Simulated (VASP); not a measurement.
A calculation with VASP 6.6.1 of SiMo3 (native input, structure from a POSCAR):

The input INCAR:

```
SYSTEM = SiMo3
  PREC = Accurate
  ENCUT = 520
  EDIFF = 1E-6
  ISMEAR = 0
  SIGMA = 0.02
  LREAL = .False.
  LASPH = .True.
  NELM = 100
  ALGO = Normal
  ISIF = 2
  LWAVE = .False.
  LCHARG = .True.
  GGA = PE
  LELF = .True.
  LVHAR = .True.
  NBANDS = 56
```

KPOINTS

```
regular mesh
0
Gamma
  6 6 6
  0 0 0
```

File POSCAR:

```
SiMo3
1.0
    4.8890000000      0.0000000000      0.0000000000
    0.0000000000      4.8890000000      0.0000000000
    0.0000000000      0.0000000000      4.8890000000
Mo Si
6 2
Direct
    0.0000000000      0.5000000000      0.2500000000
    0.0000000000      0.5000000000      0.7500000000
    0.5000000000      0.2500000000      0.0000000000
    0.7500000000      0.0000000000      0.5000000000
    0.5000000000      0.7500000000      0.0000000000
    0.2500000000      0.0000000000      0.5000000000
    0.5000000000      0.5000000000      0.5000000000
    0.0000000000      0.0000000000      0.0000000000
```

Potentials or basis: VASP PAW PBE potentials, release 64 (Mo_sv, Si).

Launch:

```sh
$ cat potpaw_PBE.64/Mo_sv/POTCAR potpaw_PBE.64/Si/POTCAR > POTCAR
$ mpirun -np 1 vasp_std > vasp.out
```

**Question.** Write the same calculation in another form: ASE script, Cartesian positions.

**Answer.** As run:

The input run.py:

```python
from ase.calculators.vasp import Vasp
from ase.dft.bandgap import bandgap
from ase.io import read

atoms = read('SiMo3.xyz')
calc = Vasp(
    directory='calc',
    xc='pbe',
    pp='PBE',
    setups='recommended',
    prec='Accurate',
    encut=520,
    ediff=1e-06,
    ismear=0,
    sigma=0.02,
    lreal=False,
    lasph=True,
    nelm=100,
    algo='Fast',
    isif=2,
    lwave=False,
    lcharg=True,
    lelf=True,
    lvhar=True,
    kpts=[6, 6, 6],
    gamma=True,
)
atoms.calc = calc

print('energy (eV):', atoms.get_potential_energy())
print('free energy (eV):', atoms.get_potential_energy(force_consistent=True))
print('forces (eV/A):')
print(atoms.get_forces())
print('stress (eV/A^3, Voigt):', atoms.get_stress())
print('Fermi level (eV):', calc.get_fermi_level())
gap, top, bottom = bandgap(calc)
print('band gap (eV):', gap, 'from (spin, k, band)', top, 'to', bottom)
```

Contents of SiMo3.xyz:

```xyz
8
Lattice="4.8890000000 0.0000000000 0.0000000000 0.0000000000 4.8890000000 0.0000000000 0.0000000000 0.0000000000 4.8890000000" Properties=species:S:1:pos:R:3 pbc="T T T"
Mo     0.0000000000      2.4445000000      1.2222500000
Mo     0.0000000000      2.4445000000      3.6667500000
Mo     2.4445000000      1.2222500000      0.0000000000
Mo     3.6667500000      0.0000000000      2.4445000000
Mo     2.4445000000      3.6667500000      0.0000000000
Mo     1.2222500000      0.0000000000      2.4445000000
Si     2.4445000000      2.4445000000      2.4445000000
Si     0.0000000000      0.0000000000      0.0000000000
```

Potentials or basis: VASP PAW PBE potentials, release 64 (Mo_sv, Si).

Run with:

```sh
$ python run.py
```

Both were run:

|  | native input, structure from a POSCAR | ASE script, Cartesian positions |
| --- | --- | --- |
| Pressure | 3.1 GPa | 3.1 GPa |
| Band gap on the k mesh | none (metal or under the smearing width) | none (metal or under the smearing width) |

Keys that steer only the numerical path or the files written may differ.
